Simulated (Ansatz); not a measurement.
CdS (zincblende), relaxed with r2SCAN in Ansatz. It is cubic, F-43m (No. 216); conventional cell a = 5.878 Å, 25.39 Å³ an atom. Cd has 4 S at 2.55 Å; S has 4 Cd at 2.55 Å.

The axes x, y and z are those of this cell:
```xyz
2
Lattice="0.0000 2.9392 2.9392 2.9392 0.0000 2.9392 2.9392 2.9392 0.0000" Properties=species:S:1:pos:R:3 pbc="T T T"
Cd    0.0000    0.0000    0.0000
S     1.4696    1.4696    1.4696
```

Unstrained: With PBE the gap is 1.095 eV and direct, at Γ. With r2SCAN the gap is 1.543 eV and direct, at Γ. HSE06 gives a direct gap of 2.106 eV at Γ. Meshes: PBE 8×8×8, r2SCAN 8×8×8, HSE06 6×6×6. Strains are changes of length per length, and xy shears are angles. After each strain the atoms were relaxed again with r2SCAN within the symmetry that the strain leaves, so tilts or polar shifts that break it weren't tested; points keep the names that they have in the unstrained zone. No spin polarisation and no zero-point or thermal motion.

Q: Estimate what epitaxial -1.0 % in the plane normal to [111], free normal strain +0.91 % does to the gap.

A: PBE: the gap goes from 1.095 to 1.090 eV (-0.005 eV); with r2SCAN the top three valence levels at Γ, degenerate before, become 2+1 from the top over 79 meV. r2SCAN: the gap goes from 1.543 to 1.537 eV (-0.006 eV). HSE06: the gap goes from 2.106 to 2.103 eV (-0.003 eV). The r2SCAN energy rises by 1.5 meV an atom.

Q: One strain changed the r2SCAN stress by xx -0.01, yy -0.01, zz -0.01, xy +0.65 GPa (compression positive) and the gap by -0.052 eV (PBE), -0.055 eV (r2SCAN), -0.054 eV (HSE06). Which kind of strain was it, and roughly how large?

A: Xy shear, engineering strain (angle) -2.5 %. The pattern of the stress gives the kind; the size needs the stiffness, so it is an estimate.

Q: Estimate what uniaxial +5.0 % along x, other directions held does to the gap.

A: PBE: the gap goes from 1.095 to 0.932 eV (-0.163 eV); with r2SCAN the top three valence levels at Γ, degenerate before, become 2+1 from the top over 155 meV. r2SCAN: the gap goes from 1.543 to 1.372 eV (-0.171 eV). HSE06: the gap goes from 2.106 to 1.924 eV (-0.182 eV). The r2SCAN energy rises by 14.1 meV an atom.

Q: Estimate what epitaxial -1.0 % in the xy plane, free normal strain +1.44 % does to the gap.

A: PBE: the gap goes from 1.095 to 1.081 eV (-0.014 eV); with r2SCAN the top three valence levels at Γ, degenerate before, become 2+1 from the top over 78 meV. r2SCAN: the gap goes from 1.543 to 1.529 eV (-0.014 eV). HSE06: the gap goes from 2.106 to 2.094 eV (-0.012 eV). The r2SCAN energy rises by 0.7 meV an atom.

Q: Estimate what uniaxial +4.0 % along [111], other directions held does to the gap.

A: PBE: the gap goes from 1.095 to 0.943 eV (-0.152 eV); with r2SCAN the top three valence levels at Γ, degenerate before, become 2+1 from the top over 160 meV. r2SCAN: the gap goes from 1.543 to 1.381 eV (-0.162 eV). HSE06: the gap goes from 2.106 to 1.936 eV (-0.170 eV). The r2SCAN energy rises by 11.9 meV an atom.

The runs are scalar-relativistic, without spin-orbit coupling.

The meshes of the hybrids are coarse, so their gaps aren't converged to the digits shown.

The splittings at Γ are without spin-orbit coupling, which regroups them where it is of like size or larger.
